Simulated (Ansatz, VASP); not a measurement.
P: VASP beside Ansatz

```
P
1.0
    -1.59648    1.59648    1.59648
     1.59648   -1.59648    1.59648
     1.59648    1.59648   -1.59648
P
1
Direct
  0.00000 0.00000 0.00000
```

Alike in both runs: task single point; functional BLYP; k mesh 16 × 16 × 16; occupations fermi-dirac, width 0.1 eV; no spin polarisation.

|  | VASP | Ansatz |
| --- | --- | --- |
| version | VASP 6.6.1 | Ansatz 0.2.0 |
| potentials or method | VASP PAW PBE potentials, release 64 (P) | plane waves (420 eV) with PAW, scalar-relativistic |
| plane-wave cutoff (eV) | 520 | 420 |
| valence electrons in the cell | 5 | 5 |

```csv
,VASP,Ansatz,Ansatz less VASP
pressure (GPa),0.2,0.1,-0.14
```

Caveats: the PAW data sets were made with another functional, which shifts forces and pressure a little (VASP).
